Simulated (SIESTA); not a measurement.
Crystal: NbSi2.

```
Nb Si
1.0
     4.81900    0.00000    0.00000
    -2.40950    4.17338    0.00000
     0.00000    0.00000    6.59200
Nb Si
3 6
Direct
  0.00000 0.50000 0.16667
  0.50000 0.50000 0.83333
  0.50000 0.00000 0.50000
  0.31980 0.15990 0.16667
  0.15990 0.84010 0.83333
  0.84010 0.68020 0.50000
  0.68020 0.84010 0.16667
  0.84010 0.15990 0.83333
  0.15990 0.31980 0.50000
```

```yaml
Program: SIESTA 5.4.2
Task: single point
Functional: PBEsol
Potentials_or_basis: PseudoDojo 0.4 standard (PBEsol files)
Basis: DZP (energy shift 0.003 Ry; two zetas on semicore shells)
Grid_cutoff: 800 Ry
Energy_shift: 0.003 Ry
k_mesh: 7 × 7 × 4
Occupations: fermi-dirac, width 0.05 eV
Spin: no spin polarisation
```

On this cell: pressure -3.4 GPa; largest force 0.039 eV/Å; band gap on the k mesh none (metal or under the smearing width).

The same run follows on a disturbed copy (atoms moved at random, drawn with an rms of 0.05 Å):

```
Nb Si
1.0
     4.81900    0.00000    0.00000
    -2.40950    4.17338    0.00000
     0.00000    0.00000    6.59200
Nb Si
3 6
Direct
  0.01753 0.51768 0.17122
  0.48342 0.49464 0.83618
  0.49296 0.00806 0.50038
  0.32404 0.17199 0.16406
  0.15687 0.84110 0.82786
  0.84032 0.67868 0.50493
  0.67560 0.83555 0.16564
  0.85649 0.16115 0.82895
  0.15318 0.31901 0.49367
```

Task: What changes?

Result: The energy (extrapolated to zero smearing) moves by +22.8 meV/atom; pressure -2.6 GPa; largest force 1.436 eV/Å; band gap on the k mesh none (metal or under the smearing width).

Forces on the atoms (eV/Å):
```
Nb  -0.896 -0.681 -0.727
Nb   0.921  0.814 -0.743
Nb   0.696 -0.264 -0.096
Si   0.140 -0.374  0.258
Si   0.050 -0.087  0.536
Si  -0.379  0.102 -0.212
Si   0.120  0.533  0.258
Si  -0.877 -0.094  0.369
Si   0.226  0.051  0.357
```

Stress tensor (GPa, compression positive):
```
-2.89  0.08  0.33
 0.08 -4.06 -1.10
 0.33 -1.10 -0.90
```

Caveats: the basis of atomic orbitals isn't converged, which shifts pressures, moduli and gaps.
